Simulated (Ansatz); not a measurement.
How far is PAW off for AgCl?

```
Ag Cl
1.0
     0.00000    2.71769    2.77315
     2.71769    0.00000    2.77315
     2.71769    2.71769    0.00000
Ag Cl
1 1
Direct
  0.50000 0.50000 0.50000
  0.00000 0.00000 0.00000
```

Atoms are numbered in the order listed.

Conventional cell: a = 3.843 Å, b = 3.843 Å, c = 5.546 Å, α = 90.00°, β = 90.00°, γ = 90.00°. Around Ag (atom 1) lie 6 Cl at 2.72 to 2.77 Å. Cl (atom 2) is surrounded by 6 Ag at 2.72 to 2.77 Å.

The cell is COD entry 9011666, as deposited and not checked against the literature; nothing was relaxed. The listed cell was then made from it by scaling, straining or moving an atom.

All numbers are computed: DFT, PBE, PAW with Ansatz's default frozen-core files, scalar-relativistic (Ansatz 0.2.0); DFT, PBE, all-electron PAW with datasets made for the crystal, scalar-relativistic (Ansatz 0.2.0); DFT, PBE, all-electron LAPW, scalar-relativistic (Ansatz 0.2.0).

For PAW: a Γ-centred 8×8×8 k mesh, Fermi–Dirac smearing of 0.02 eV, cutoff 420 eV, no spin polarisation. The crystal-made all-electron datasets (AE datasets) take a cutoff of 260 eV at this cell. LAPW targets a basis error of 0.5 meV/atom. The Ansatz runs share mesh, smearing and spin set-up. Plane-wave (PAW) pressures include the program's estimate of the Pulay term.

Stress and pressure are positive in compression.

The change that made this cell: equal xx and yy strain of -2 %.

Spin–orbit coupling is left out, which moves gradients at and beside heavy atoms by some per cent and at worst by a factor of two.

```
                             quantity    PAW  AE datasets   LAPW
                       pressure (GPa)   3.90         3.91   3.90
                      stress xx (GPa)   4.16         4.17   4.16
                      stress zz (GPa)   3.38         3.38   3.38
                        band gap (eV)  0.840        0.842  0.842
field gradient Vzz at Ag1 (10²¹ V/m²)   1.07         1.07      –
field gradient Vzz at Cl2 (10²¹ V/m²)  -0.99        -0.98      –
```
